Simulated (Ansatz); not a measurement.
**Phases of MgO at 31 GPa**

Structure types of MgO are relaxed in primitive cells with their symmetry kept at 31 GPa, on PAW files; LAPW relaxes the small cells further and takes the PAW cell for the others (marked *). The enthalpy is E + pV at zero temperature, without zero-point motion. Only the types listed were tried, and differences under about 5 meV/atom are mesh noise. The real phase may be another.

All numbers are PBE results (scalar-relativistic) from Ansatz 0.2.0, with Fermi–Dirac smearing of 0.05 eV, no spin polarisation. Methods: LAPW: all electrons, basis error target 0.5 meV/atom; PAW: frozen-core files, cutoff 420 eV.

k meshes: rocksalt 16×16×16, CsCl 14×14×14, zincblende 15×15×15, wurtzite 12×12×7, NiAs 11×11×6.

Q: Which type is lowest in enthalpy, and by how much?

A: rocksalt, 171 meV/atom below NiAs. The whole table:

```
start type               ends as          a, b, c (Å)  V (Å³/atom)  H − H(lowest), LAPW (meV/atom)  same, PAW
  rocksalt       rocksalt, Fm-3m  4.044, 4.044, 4.044         8.26                             0.0        0.0
      CsCl           CsCl, Pm-3m  2.521, 2.521, 2.521         8.01                           703.3      704.9
zincblende     zincblende, F-43m  4.334, 4.334, 4.334        10.17                           529.9      528.6
 wurtzite*  flat h-MgO, P6_3/mmc  3.316, 3.316, 4.011         9.55                           321.3      320.1
     NiAs*        NiAs, P6_3/mmc  2.803, 2.803, 4.912         8.36                           170.9      171.2
```

Q: Split the lead of rocksalt over NiAs into energy and pV.

A: For NiAs less rocksalt: ΔE = +153.3 meV/atom, and p·ΔV = 31 GPa × +0.0910 Å³ × 6.242 meV/(GPa·Å³) = +17.6 meV/atom, together 170.9 meV/atom. rocksalt wins on both counts.
